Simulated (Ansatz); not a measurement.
# MoS2: the cost of one run

Program: Ansatz 0.2.0. Level of theory: DFT PBE+D3(BJ), scalar-relativistic, plane waves, PAW, and further levels as typed in the inputs. These are calculated values, not measurements.

## 1. The structure to begin with

Symmetry: P-3m1, No. 164, trigonal system. The conventional cell has a = 3.160 Å, b = 3.160 Å, c = 39.571 Å, α = 90.00°, β = 90.00°, γ = 120.00°. S (site symmetry 3m) has 3 Mo at 2.40 Å as nearest neighbours. Around Mo (site symmetry 3m) lie 6 S at 2.40 Å.

Coordinates:

```cif
data_structure
_symmetry_space_group_name_H-M 'P 1'
_symmetry_Int_Tables_number 1
_cell_length_a 3.1600
_cell_length_b 3.1600
_cell_length_c 39.5710
_cell_angle_alpha 90.000
_cell_angle_beta 90.000
_cell_angle_gamma 120.000
_cell_volume 342.20
loop_
_atom_site_label
_atom_site_type_symbol
_atom_site_fract_x
_atom_site_fract_y
_atom_site_fract_z
_atom_site_occupancy
S1 S 0.66667 0.33333 0.22744 1
Mo1 Mo 0.33333 0.66667 0.26699 1
S2 S 0.66667 0.33333 0.30654 1
S3 S 0.33333 0.66667 0.38278 1
Mo2 Mo 0.66667 0.33333 0.42233 1
S4 S 0.33333 0.66667 0.46188 1
S5 S 0.66667 0.33333 0.53812 1
Mo3 Mo 0.33333 0.66667 0.57767 1
S6 S 0.66667 0.33333 0.61722 1
S7 S 0.33333 0.66667 0.69346 1
Mo4 Mo 0.66667 0.33333 0.73301 1
S8 S 0.33333 0.66667 0.77256 1
```

## 2. Relaxing the atoms: Mo4S8 sheet, no spin

Contents of input.yaml:

```yaml
crystal:
  lattice:
    - [3.16, 0.0, 0.0]
    - [-1.58, 2.736640276, 0.0]
    - [0.0, 0.0, 39.571]
  atoms:
    - { symbol: S, position: [0.6666666667, 0.3333333333, 0.2274392863] }
    - { symbol: Mo, position: [0.3333333333, 0.6666666667, 0.2669884511] }
    - { symbol: S, position: [0.6666666667, 0.3333333333, 0.3065376159] }
    - { symbol: S, position: [0.3333333333, 0.6666666667, 0.3827803189] }
    - { symbol: Mo, position: [0.6666666667, 0.3333333333, 0.4223294837] }
    - { symbol: S, position: [0.3333333333, 0.6666666667, 0.4618786485] }
    - { symbol: S, position: [0.6666666667, 0.3333333333, 0.5381213515] }
    - { symbol: Mo, position: [0.3333333333, 0.6666666667, 0.5776705163] }
    - { symbol: S, position: [0.6666666667, 0.3333333333, 0.6172196811] }
    - { symbol: S, position: [0.3333333333, 0.6666666667, 0.6934623841] }
    - { symbol: Mo, position: [0.6666666667, 0.3333333333, 0.7330115489] }
    - { symbol: S, position: [0.3333333333, 0.6666666667, 0.7725607137] }
  periodic: [true, true, false]
scf:
  occupations: { method: gaussian, width: 0.02 }
  n_extra_bands: 6
output:
  forces: true
  stress: false
  write_density: true
  write_potential: true
  elf: true
  volumetric_format: npy
kpoints:
  mp_grid: { grid: [10, 10, 1] }
hamiltonian:
  xc: pbe
  dispersion: d3bj
relax:
  f_tol: 0.01
  max_steps: 100
```

Command:

```bash
$ ansatz run input.yaml --threads 8 --pin off --max-ram 32768MiB --backend cpu --events-out ev --progress --plain --runs-dir out
```

**Question.** How long does this run take on 8 threads of Intel Xeon Platinum 8375C at 2.90GHz (Ice Lake), shared host, and how much memory does it need?

About 24 s, with a peak of 2 GiB.
